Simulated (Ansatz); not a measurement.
Space group P6_3/mmc (No. 194). a = 2.689 Å, b = 2.689 Å, c = 8.777 Å, α = 90.00°, β = 90.00°, γ = 120.00°
```csv
atom,site,symmetry,x,y,z
Rh,2a,-3m.,0.0000,0.0000,0.0000
Rh,2c,-6m2,0.3333,0.6667,0.2500
```

Equation of state of this Rh structure (not necessarily the ground state), with shape and atoms relaxed at each volume where symmetry leaves them free. It has no gap at any of these volumes. Level of theory: Ansatz 0.2.0, DFT r2SCAN, scalar-relativistic, plane waves, PAW.

Plane waves to 500 eV, a k mesh through Γ of 18×18×6 on the computed 4-atom cell and Gaussian smearing (0.10 eV); no spin polarisation.

| V (Å³/atom) | E − E(largest V) (meV/atom) | P (GPa) |
| --- | --- | --- |
| 12.915 | 10.11 | 20.37 |
| 13.327 | -27.42 | 9.25 |
| 13.739 | -38.80 | -0.01 |
| 14.152 | -28.43 | -7.70 |
| 14.564 | 0.00 | -14.08 |

Fit a third-order Birch–Murnaghan equation to E(V).

V0 = 13.74 Å³/atom, B0 = 281 GPa, B0' = 5.2.

This form isn't the element's structure at ambient conditions.